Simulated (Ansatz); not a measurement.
**VO$_{2}$ (P4_2/mnm)**

Computed with DFT r2SCAN, scalar-relativistic, plane waves, PAW (Ansatz).

Settings: cutoff 500 eV, Γ-centred mesh 8×8×12 on the computed 6-atom cell, Gaussian smearing of 0.10 eV; collinear spin from starting moments 0.98 0.98 0 0 0 0 μB.

The structure is relaxed at this level of theory with its symmetry kept.

```cif
data_structure
_symmetry_space_group_name_H-M 'P 1'
_symmetry_Int_Tables_number 1
_cell_length_a 4.5406
_cell_length_b 4.5406
_cell_length_c 2.8298
_cell_angle_alpha 90.000
_cell_angle_beta 90.000
_cell_angle_gamma 90.000
_cell_volume 58.34
loop_
_atom_site_label
_atom_site_type_symbol
_atom_site_fract_x
_atom_site_fract_y
_atom_site_fract_z
_atom_site_occupancy
V1 V 0.00000 0.00000 0.00000 1
V2 V 0.50000 0.50000 0.50000 1
O1 O 0.30032 0.30032 0.00000 1
O2 O 0.19968 0.80032 0.50000 1
O3 O 0.69968 0.69968 0.00000 1
O4 O 0.80032 0.19968 0.50000 1
```

(1) Formation energy from the elements' standard states (uncorrected)?

(2) Density of states at the Fermi level?

(3) Löwdin character within 0.5 eV of the Fermi level?

(4) Bulk modulus?

(5) Its pressure derivative?

(6) Bader charges (e)?

(7) Total moment?

(8) Site moments (μB; atoms counted from 1 over the whole cell)?

The state reached may not be the lowest one.

Only this magnetic start was tried.

## Answers

(1) -2.624 eV/atom.

(2) 2.56 states/eV per cell.

(3) V 3d 80 %, O 2p 19 %.

(4) 240 GPa.

(5) 6.3.

(6) V (2 in the cell) 2.20, O (4 in the cell) -1.10.

(7) 2.00 μB per cell.

(8) V (atom 1) 0.89, V (atom 2) 0.89, O (atom 3) -0.08, O (atom 4) -0.08, O (atom 5) -0.08, O (atom 6) -0.08.

Cost: 6 runs of about 30 core-minutes in all, on Arm Neoverse V2 (shared hosts).